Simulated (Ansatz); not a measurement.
# AlN: band structure with PBEsol0

The system is AlN.

```
Al N
1.0
     0.00000    2.03452    2.03452
     2.03452    0.00000    2.03452
     2.03452    2.03452    0.00000
Al N
1 1
Direct
  0.50000 0.50000 0.50000
  0.00000 0.00000 0.00000
```

Measurements of this composition are mostly on another form, of space group No. 186.

```json
{
 "Program": "Ansatz 0.2.0",
 "Task": "band structure",
 "Functional": "PBEsol0",
 "Potentials or basis": "Ansatz PAW",
 "Cutoff": "420 eV (not typed: the program's choice for these potentials)",
 "k mesh": "6 × 6 × 6",
 "Occupations": "fermi-dirac, width 0.05 eV",
 "Spin": "no spin polarisation",
 "Path": "[[\"G\", \"X\", \"W\", \"K\", \"G\", \"L\", \"U\", \"W\", \"L\", \"K\"], [\"U\", \"X\"]]",
 "Points for each segment of the path": "4"
}
```

* Pressure: -10.9 GPa
* Band gap on the k mesh: 6.54 eV, indirect (least direct gap 7.65 eV)
* Band gap along the path: 6.54 eV, indirect (least direct gap 7.65 eV)

Levels at the corners of the path, in eV from the valence-band top:
| point | band 1 | band 2 | band 3 | band 4 | band 5 | band 6 | band 7 | band 8 | band 9 |
| --- | --- | --- | --- | --- | --- | --- | --- | --- | --- |
| Γ | -19.04 | 0.00 | 0.00 | 0.00 | 7.65 | 14.26 | 14.26 | 14.26 | 19.51 |
| X | -14.61 | -7.95 | -3.02 | -3.02 | 6.54 | 7.21 | 16.72 | 19.90 | 19.90 |
| W | -14.44 | -6.13 | -6.13 | -4.17 | 10.26 | 12.99 | 12.99 | 14.53 | 21.80 |
| K | -14.59 | -7.02 | -5.85 | -2.47 | 7.83 | 11.46 | 15.31 | 17.13 | 18.72 |
| Γ | -19.04 | 0.00 | 0.00 | 0.00 | 7.65 | 14.26 | 14.26 | 14.26 | 19.51 |
| L | -15.63 | -8.93 | -1.16 | -1.16 | 8.10 | 13.16 | 13.16 | 15.96 | 18.32 |
| U | -14.59 | -7.02 | -5.85 | -2.47 | 7.83 | 11.46 | 15.31 | 17.13 | 18.72 |
| W | -14.44 | -6.13 | -6.13 | -4.17 | 10.26 | 12.99 | 12.99 | 14.53 | 21.80 |
| L | -15.63 | -8.93 | -1.16 | -1.16 | 8.10 | 13.16 | 13.16 | 15.96 | 18.32 |
| K | -14.59 | -7.02 | -5.85 | -2.47 | 7.83 | 11.46 | 15.31 | 17.13 | 18.72 |
| U | -14.59 | -7.02 | -5.85 | -2.47 | 7.83 | 11.46 | 15.31 | 17.13 | 18.72 |
| X | -14.61 | -7.95 | -3.02 | -3.02 | 6.54 | 7.21 | 16.72 | 19.90 | 19.90 |

Run time: 19 s on 1 × NVIDIA H100 80GB HBM3 with 2 threads of AMD EPYC 7R13 Processor (Zen 3), with other jobs on the host, peak memory 1.3 GiB.

Caveat: the k mesh is coarse (spacing up to 0.45 Å⁻¹), so the values aren't converged, least of all with exact exchange; the pressure holds a Pulay correction of +0.5 GPa for the finite cutoff; the PAW data sets come from PBE, with cores solved anew for the run's functional, which leaves a small shift of forces and pressure; the thresholds are loose for stress.
